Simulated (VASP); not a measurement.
# Ag in VASP: reference runs

Reference runs on Ag: the cell as given.

All numbers are computed with VASP 6.6.1; they aren't measurements. Logs are shortened: lines on timing, memory, paths and dates and some standing lists are left out, and cuts for length are marked.

## (1) The cell of the first run

The cell holds a slab with vacuum, 6 atoms: a = 2.889 Å, b = 2.889 Å, c = 25.215 Å, α = 90.00°, β = 90.00°, γ = 90.00°.

The slab is cut from a database's or a generator's crystal, which needn't be the stable form of the element.

## (2) Single point, PBE (the (1 0 0) slab of Ag, cut from the database cell, not relaxed)

Contents of INCAR:

```
  PREC = Accurate
  ENCUT = 520
  EDIFF = 1E-7
  ISMEAR = -1
  SIGMA = 0.05
  LREAL = False
  LASPH = True
  NELM = 100
  ALGO = Normal
  ISIF = 2
  LWAVE = False
  LCHARG = True
  LDIPOL = True
  IDIPOL = 3
  DIPOL = 0.5 0.5 0.500
  GGA = PE
  LELF = True
  LVHAR = True
  LVACPOTAV = True
  NBANDS = 42
```

Contents of KPOINTS:

```
regular mesh
0
Gamma
  9 9 1
```

Contents of POSCAR:

```
Ag
1.0
    2.8893797293      0.0000000000      0.0000000000
    0.0000000000      2.8893797293      0.0000000000
    0.0000000000      0.0000000000     25.2155000000
Ag
6
Direct
    0.5000000000      0.5000000000      0.2974361008
    0.0000000000      0.0000000000      0.3784616605
    0.5000000000      0.5000000000      0.4594872202
    0.0000000000      0.0000000000      0.5405127798
    0.5000000000      0.5000000000      0.6215383395
    0.0000000000      0.0000000000      0.7025638992
```

Potentials or basis: VASP PAW PBE potentials, release 64 (Ag).

The run is started by

```console
> cat potpaw_PBE.64/Ag/POTCAR > POTCAR
> mpirun -np 1 vasp_std > vasp.out
```

OUTCAR:

```text
PREC = Accurate
   ENCUT = 520
   EDIFF = 1E-7
   ISMEAR = -1
   LREAL = False
   LASPH = True
   NELM = 100
   ISIF = 2
   GGA = PE

 ion  position               nearest neighbor table
   1  0.500  0.500  0.297-   2 2.89   2 2.89   2 2.89   2 2.89
   2  0.000  0.000  0.378-   1 2.89   3 2.89   1 2.89   3 2.89   1 2.89   3 2.89   1 2.89   3 2.89

   3  0.500  0.500  0.459-   4 2.89   4 2.89   4 2.89   4 2.89   2 2.89   2 2.89   2 2.89   2 2.89

   4  0.000  0.000  0.541-   3 2.89   3 2.89   3 2.89   3 2.89   5 2.89   5 2.89   5 2.89   5 2.89

   5  0.500  0.500  0.622-   4 2.89   6 2.89   4 2.89   6 2.89   4 2.89   6 2.89   4 2.89   6 2.89

   6  0.000  0.000  0.703-   5 2.89   5 2.89   5 2.89   5 2.89

  LATTYP: Found a simple tetragonal cell.
 ALAT       =     2.8893797293
 C/A-ratio  =     8.7269595423

  Lattice vectors:

 A1 = (   2.8893797293,   0.0000000000,   0.0000000000)
 A2 = (   0.0000000000,   2.8893797293,   0.0000000000)
 A3 = (   0.0000000000,   0.0000000000,  25.2155000000)

Analysis of symmetry for initial positions (statically):
=====================================================================
 Subroutine PRICEL returns:
 Original cell was already a primitive cell.

 Routine SETGRP: Setting up the symmetry group for a
 simple tetragonal supercell.

 Subroutine GETGRP returns: Found 16 space group operations
 (whereof  8 operations were pure point group operations)
 out of a pool of 16 trial point group operations.

The static configuration has the point symmetry C_4v.
 The point group associated with its full space group is D_4h.

Analysis of symmetry for dynamics (positions and initial velocities):
=====================================================================
 Subroutine PRICEL returns:
 Original cell was already a primitive cell.

 Routine SETGRP: Setting up the symmetry group for a
 simple tetragonal supercell.

 Subroutine GETGRP returns: Found 16 space group operations
 (whereof  8 operations were pure point group operations)
 out of a pool of 16 trial point group operations.

The dynamic configuration has the point symmetry C_4v.
 The point group associated with its full space group is D_4h.

 Subroutine INISYM returns: Found 16 space group operations
 (whereof  8 operations are pure point group operations),
 and found     1 'primitive' translations

----------------------------------------------------------------------------------------

                                     Primitive cell

  volume of cell :     210.5120

  direct lattice vectors                    reciprocal lattice vectors
     2.889379729  0.000000000  0.000000000     0.346095042  0.000000000  0.000000000
     0.000000000  2.889379729  0.000000000     0.000000000  0.346095042  0.000000000
     0.000000000  0.000000000 25.215500000     0.000000000  0.000000000  0.039658147

  length of vectors
     2.889379729  2.889379729 25.215500000     0.346095042  0.346095042  0.039658147

  position of ions in fractional coordinates (direct lattice)
     0.500000000  0.500000000  0.297436101
     0.000000000  0.000000000  0.378461661
     0.500000000  0.500000000  0.459487220
     0.000000000  0.000000000  0.540512780
     0.500000000  0.500000000  0.621538339
     0.000000000  0.000000000  0.702563899

  ion indices of the primitive-cell ions
   primitive index   ion index
                 1           1
                 2           2
                 3           3
                 4           4
                 5           5
                 6           6

----------------------------------------------------------------------------------------

 KPOINTS: regular mesh

Automatic generation of k-mesh.
 Grid dimensions read from file:
 generate k-points for:    9    9    1

 Generating k-lattice:

  Cartesian coordinates                     Fractional coordinates (reciprocal lattice)
     0.038455005  0.000000000  0.000000000     0.111111111  0.000000000  0.000000000
     0.000000000  0.038455005  0.000000000     0.000000000  0.111111111  0.000000000
     0.000000000  0.000000000  0.039658147     0.000000000  0.000000000  1.000000000

  Length of vectors
     0.038455005  0.038455005  0.039658147

  Shift w.r.t. Gamma in fractional coordinates (k-lattice)
     0.000000000  0.000000000  0.000000000

 Subroutine IBZKPT returns following result:
 ===========================================

 Found     15 irreducible k-points:

 Following reciprocal coordinates:
            Coordinates               Weight
  0.000000  0.000000  0.000000      1.000000
  0.111111  0.000000  0.000000      4.000000
  0.222222  0.000000  0.000000      4.000000
  0.333333  0.000000  0.000000      4.000000
  0.444444  0.000000  0.000000      4.000000
  0.111111  0.111111  0.000000      4.000000
  0.222222  0.111111  0.000000      8.000000
  0.333333  0.111111  0.000000      8.000000
  0.444444  0.111111  0.000000      8.000000
  0.222222  0.222222  0.000000      4.000000
  0.333333  0.222222  0.000000      8.000000
  0.444444  0.222222  0.000000      8.000000
  0.333333  0.333333  0.000000      4.000000
  0.444444  0.333333  0.000000      8.000000
  0.444444  0.444444  0.000000      4.000000
   k-points           NKPTS =     15   k-points in BZ     NKDIM =     15   number of bands    NBANDS=     42
   number of dos      NEDOS =    301   number of ions     NIONS =      6
   total plane-waves  NPLWV = 110592
   dimension x,y,z NGX =    24 NGY =   24 NGZ =  192
   dimension x,y,z NGXF=    48 NGYF=   48 NGZF=  384
   ions per type =               6
   NGX,Y,Z   is equivalent  to a cutoff of  13.81, 13.81, 12.66 a.u.
   NGXF,Y,Z  is equivalent  to a cutoff of  27.62, 27.62, 25.32 a.u.
 SYSTEM =  unknown system
   PREC   = accura    normal or accurate (medium, high low for compatibility)
   ISTART =      0    job   : 0-new  1-cont  2-samecut
   ICHARG =      2    charge: 1-file 2-atom 10-const
   ISPIN  =      1    spin polarized calculation?
   LNONCOLLINEAR =      F non collinear calculations
   LSORBIT =      F    spin-orbit coupling
   LASPH  =      T    aspherical Exc in radial PAW
   ENCUT  =  520.0 eV  38.22 Ry    6.18 a.u.   5.37  5.37 46.88*2*pi/ulx,y,z
   NELM   =    100;   NELMIN=  2; NELMDL= -5     # of ELM steps
   EDIFF  = 0.1E-06   stopping-criterion for ELM
   LREAL  =      F    real-space projection
   EDIFFG = 0.1E-05   stopping-criterion for IOM
   NSW    =      0    number of steps for IOM
   IBRION =     -1    ionic relax: 0-MD 1-quasi-New 2-CG
   NFREE  =      0    steps in history (QN), initial steepest desc. (CG)
   ISIF   =      2    stress and relaxation
   ISYM   =      2    0-nonsym 1-usesym 2-fastsym
   POTIM  = 0.5000    time-step for ionic-motion
   TEBEG  =    0.0;   TEEND  =   0.0 temperature during run
   PSTRESS=    0.0 pullay stress
   NELECT =      66.0000    total number of electrons
   NUPDOWN=      -1.0000    fix difference up-down
   EMIN   =  10.00;   EMAX   =-10.00  energy-range for DOS
   EFERMI =   0.00;   METHOD = LEGACY
   ISMEAR =    -1;   SIGMA  =   0.05  broadening in eV -4-tet -1-fermi 0-gaus
   EFERMI_NEDOS =   21; number of points for ismear=-14 and -15
   IALGO  =     38    algorithm
   IMIX   =      4    mixing-type and parameters
     AMIX     =   0.40;   BMIX     =  1.00
     AMIX_MAG =   1.60;   BMIX_MAG =  1.00
  volume/ion in A,a.u.               =      35.09       236.77
  Fermi-wavevector in a.u.,A,eV,Ry     =   1.112151  2.101661 16.828781  1.236880
  Thomas-Fermi vector in A             =   2.248722
   LORBIT       =      0    0 simple, 1 ext, 2 COOP (PROOUT), +10 PAW based schemes
   GGA     = PE    functional components
   LHFCALC =     F    Hartree Fock is set to
   AEXX    =    0.0000 exact exchange contribution
   IVDW    =     0    specifies the selected vdW correction
   LEPSILON=     F    determine dielectric tensor
   LRPA    =     F    only Hartree local field effects (RPA)
 non-spin polarized calculation
  energy-cutoff  :      520.00
  volume of cell :      210.51
 maximum number of plane-waves:      5731
 NGX is ok and might be reduce to    24
   NGX = 11   NGY = 11   NGZ = 93

 dipolmoment           0.000000      0.000000      0.000000 electrons x Angstroem

 number of electron      65.9999974 magnetization

 dipolmoment           0.000000      0.000000     -0.000000 electrons x Angstroem

 Free energy of the ion-electron system (eV)
  ---------------------------------------------------
  ext. energy  EPLUGINS =         0.00000000
  ---------------------------------------------------
  free energy    TOTEN  =       -15.46526486 eV

  energy without entropy =      -15.45141703  energy(sigma->0) =      -15.45834095

 E-fermi :   1.8940     XC(G=0):  -6.6304

 val. band max:        1.8013547849   @ k =   0.4444   0.2222   0.0000
 cond. band min:       1.9340281504   @ k =   0.4444   0.3333   0.0000
 fundamental gap:      0.1326733655
 Fermi energy:         1.8940328946

 k-point     1 :       0.0000    0.0000    0.0000
  band No.  band energies     occupation
      1      -5.6180      2.00000
      2      -4.8872      2.00000
      3      -4.4417      2.00000
      4      -4.3270      2.00000
      5      -4.2285      2.00000
      6      -4.0468      2.00000
[... 34 lines left out ...]
     41       8.6145      0.00000
     42      10.5463      0.00000

 k-point     2 :       0.1111    0.0000    0.0000
  band No.  band energies     occupation
      1      -5.3736      2.00000
      2      -4.6819      2.00000
      3      -4.3309      2.00000
      4      -4.1847      2.00000
      5      -4.1151      2.00000
      6      -3.9044      2.00000
[... 34 lines left out ...]
     41       8.7819      0.00000
     42      10.6256      0.00000

 k-point     3 :       0.2222    0.0000    0.0000
  band No.  band energies     occupation
      1      -4.7478      2.00000
      2      -4.3259      2.00000
      3      -4.1343      2.00000
      4      -4.0585      2.00000
      5      -3.7430      2.00000
      6      -3.6528      2.00000
[... 34 lines left out ...]
     41       8.4301      0.00000
     42       9.0813      0.00000

 k-point     4 :       0.3333    0.0000    0.0000
  band No.  band energies     occupation
      1      -4.2885      2.00000
      2      -4.2792      2.00000
      3      -4.0359      2.00000
      4      -3.9475      2.00000
      5      -3.6273      2.00000
      6      -3.5056      2.00000
[... 439 lines left out ...]
     41       9.0075      0.00000
     42       9.4463      0.00000

 k-point    14 :       0.4444    0.3333    0.0000
  band No.  band energies     occupation
      1      -4.1503      2.00000
      2      -4.1350      2.00000
      3      -4.1001      2.00000
      4      -4.0766      2.00000
      5      -3.7709      2.00000
      6      -3.7411      2.00000
[... 34 lines left out ...]
     41       9.3322      0.00000
     42      10.0656      0.00000

 k-point    15 :       0.4444    0.4444    0.0000
  band No.  band energies     occupation
      1      -4.3574      2.00000
      2      -4.3513      2.00000
      3      -4.2378      2.00000
      4      -4.2342      2.00000
      5      -3.9866      2.00000
      6      -3.9733      2.00000
[... 34 lines left out ...]
     41       9.1975      0.00000
     42       9.4170      0.00000

------------------------ aborting loop because EDIFF is reached ----------------------------------------

  FORCE on cell =-STRESS in cart. coord.  units (eV):
  Direction    XX          YY          ZZ          XY          YZ          ZX
  --------------------------------------------------------------------------------------
  -------------------------------------------------------------------------------------
  Total        1.1789336      1.1789336      1.9150395      0.0000000      0.0000000      0.0000000
  in kB        8.9726994      8.9726994     14.5750986      0.0000000      0.0000000      0.0000000
  external PRESSURE =      10.8401658 kB  Pullay stress =       0.0000000 kB

 VOLUME and BASIS-vectors are now :
 -----------------------------------------------------------------------------
  energy-cutoff  :      520.00
  volume of cell :      210.51
      direct lattice vectors                 reciprocal lattice vectors
     2.889379729  0.000000000  0.000000000     0.346095042  0.000000000  0.000000000
     0.000000000  2.889379729  0.000000000     0.000000000  0.346095042  0.000000000
     0.000000000  0.000000000 25.215500000     0.000000000  0.000000000  0.039658147

 POSITION                                       TOTAL-FORCE (eV/Angst)
 -----------------------------------------------------------------------------------
      1.44469      1.44469      7.50000        -0.000000     -0.000000     -0.083082
      0.00000      0.00000      9.54310         0.000000      0.000000     -0.168839
      1.44469      1.44469     11.58620         0.000000     -0.000000     -0.037539
      0.00000      0.00000     13.62930        -0.000000      0.000000      0.037539
      1.44469      1.44469     15.67240        -0.000000     -0.000000      0.168839
      0.00000      0.00000     17.71550        -0.000000      0.000000      0.083082
 -----------------------------------------------------------------------------------
    total drift:                                0.000000     -0.000000     -0.000000

  FREE ENERGIE OF THE ION-ELECTRON SYSTEM (eV)
  ---------------------------------------------------
  free  energy   TOTEN  =       -15.4652648625 eV

  energy  without entropy=      -15.4514170319  energy(sigma->0) =      -15.45834095

 vacuum level on the upper side and lower side of the slab         6.188         6.188
```

Run time: 2.9 min. Hardware: 1 thread of Intel Xeon Platinum 8488C (Sapphire Rapids), shared host; peak memory 0.35 GiB.

Results:

| Property | Result |
| --- | --- |
| Free energy | -15.4653 eV |
| Largest force | 0.169 eV/Å |
| Band gap on the k mesh | none (metal or under the smearing width) |
| Work function of the upper face | 4.29 eV |
| Work function of the lower face | 4.29 eV |

Forces on the atoms (eV/Å):
```
Ag   0.000  0.000 -0.083
Ag   0.000  0.000 -0.169
Ag   0.000  0.000 -0.038
Ag   0.000  0.000  0.038
Ag   0.000  0.000  0.169
Ag   0.000  0.000  0.083
```
